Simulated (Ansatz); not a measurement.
We consider zinc-blende AlSb, described by LC-ωPBE (PAW; Ansatz, a quantum-chemistry and plane-wave program).

Run with plane-wave cutoff 460 eV, 8×8×8 k mesh, Fermi–Dirac smearing 0.01 eV, scalar-relativistic PAW data made under PBE.

Pressure at four volumes; x = ln(V/28.175 Å³). One pressure is withheld.

```json
[
 {"V (Å³/atom)": "26.766", "x": "-0.0513", "P (GPa)": "3.91"},
 {"V (Å³/atom)": "28.175", "x": "0.0000", "P (GPa)": "0.01"},
 {"V (Å³/atom)": "28.879", "x": "0.0247", "P (GPa)": "-1.61"},
 {"V (Å³/atom)": "29.323", "x": "0.0399", "P (GPa)": "?"}
]
```

Task: Pass a parabola P(x) through the three rows shown, estimate the bulk modulus and its pressure derivative near zero pressure, and predict the withheld pressure.

Result: Slopes between the rows: (0.01 − (3.91))/(0.0000 − (-0.0513)) = -76.02 and (-1.61 − (0.01))/(0.0247 − (0.0000)) = -65.59 GPa. Their difference over the span 0.0760 is c = 10.43/0.0760 = 137.2 GPa, so P(x) = 3.91 + (-76.02)(x − (-0.0513)) + 137.2 (x − (-0.0513))(x − (0.0000)). At the middle row B = −dP/dx = −[-76.02 + 137.2 × 0.0513] = 69.0 GPa, and B′ = dB/dP = 2c/B = 4.0. At x = 0.0399 the parabola gives -2.52 GPa; the run gives -2.52 GPa. The Birch–Murnaghan fit to the energies at all volumes has B0 = 68.7 GPa and B′ = 4.0.

Measured, for comparison: bulk modulus 58.2 GPa (temperature not stated, no zero-point or thermal correction; as tabulated in Toher et al. (2017), arXiv:1611.05714). Computed (rounded) less measured: bulk modulus +18 %.

Spin–orbit coupling is not included.
